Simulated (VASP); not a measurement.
A run of VASP 6.6.1 is set up as follows.

The input INCAR:

```
  ALGO = Normal
  EDIFF = 1E-6
  EDIFFG = -0.01
  ENCUT = 600
  GGA = PS
  IBRION = 2
  ISIF = 3
  ISMEAR = 0
  KPAR = 2
  LASPH = True
  LCHARG = False
  LREAL = False
  LWAVE = False
  NELM = 80
  NSW = 90
  PREC = Accurate
  SIGMA = 0.03
```

The input KPOINTS:

```
k-points
0
Gamma
  12 12 12
```

The input POSCAR:

```
CdO
1.0
    0.0000000000      2.3495000000      2.3495000000
    2.3495000000      0.0000000000      2.3495000000
    2.3495000000      2.3495000000      0.0000000000
Cd O
1 1
Direct
    0.0000000000      0.0000000000      0.0000000000
    0.5000000000      0.5000000000      0.5000000000
```

Potentials or basis: VASP PAW PBE potentials, release 64 (Cd, O).

Launch:

```sh
$ cat potpaw_PBE.64/Cd/POTCAR potpaw_PBE.64/O/POTCAR > POTCAR
$ mpirun -np 2 vasp_std > vasp.out
```

Task: Predict the band gap on the k mesh.

Result: None (metal or under the smearing width).

Task: What does it give for the relaxed volume?

Result: 13.02 Å³/atom.

Task: Estimate the relaxed cell.

Result: a = 3.327 Å, b = 3.327 Å, c = 3.327 Å, α = 60.00°, β = 60.00°, γ = 60.00°.

Step by step:
| step | energy change (eV) | largest force (eV/Å) | pressure (GPa) | volume (Å³) |
| --- | --- | --- | --- | --- |
| 1 | 0.0000 | 0.0000 | 0.53 | 25.94 |
| 2 | -0.0001 | 0.0000 | -0.36 | 26.10 |
| 3 | -0.0002 | 0.0000 | 0.00 | 26.04 |

Caveat: the PAW data sets were made with another functional, which shifts forces and pressure a little; this crystal is a semiconductor, whose small gap the functional closes, so the metal is an error of the method. Zero-point motion and thermal expansion aren't in these numbers.
